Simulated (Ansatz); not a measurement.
# WC: the cost of one run

Method: DFT PBEsol, scalar-relativistic, plane waves, PAW, in Ansatz 0.2.0.

2 further runs of the same task are left out: 2 set aside as unsound or not needed.

### 1 The starting structure

It takes space group P-6m2 (No. 187, hexagonal). The conventional cell has a = 2.898 Å, b = 2.898 Å, c = 2.828 Å, α = 90.00°, β = 90.00°, γ = 120.00°. W (site symmetry -6m2) has 6 C at 2.19 Å as nearest neighbours. C (site symmetry -6m2) is surrounded by 6 W at 2.19 Å.

Coordinates:

```
CELL_PARAMETERS angstrom
2.89841 0.00000 0.00000
-1.44921 2.51010 0.00000
0.00000 0.00000 2.82761
ATOMIC_POSITIONS crystal
W 0.00000 0.00000 0.00000
C 0.66667 0.33333 0.50000
```

This cell was relaxed beforehand with the same method: volume 10.29 Å³/atom, gap on the mesh none (metal).

### 2 Bulk reference on the slab's mesh

Input file input.yaml:

```yaml
crystal:
  lattice:
    - [2.8984136663, 0.0, 0.0]
    - [-1.4492068332, 3.7810038899, 0.0]
    - [0.0, -2.1146206967, 1.8771703143]
  atoms:
    - { symbol: W, position: [0.0, 0.0, 0.0] }
    - { symbol: C, position: [0.3333333333, 0.6666666667, 0.1666666667] }
basis:
  ecutwfc: 420
kpoints:
  mp_grid: { grid: [13, 9, 18] }
hamiltonian:
  xc: pbesol
scf:
  occupations: { method: gaussian, width: 0.1 }
output:
  forces: true
  stress: true
  eigenvalues: true
```

Started as:

```sh
ansatz run input.yaml --threads 1 --pin off --max-ram 2560MiB --backend cpu --events-out ev --progress --plain --runs-dir out
```

**Question.** How long does this run take on 1 thread of Arm Neoverse V2, shared host, and how much memory does it need?

About 12 s, with a peak of 0.46 GiB.
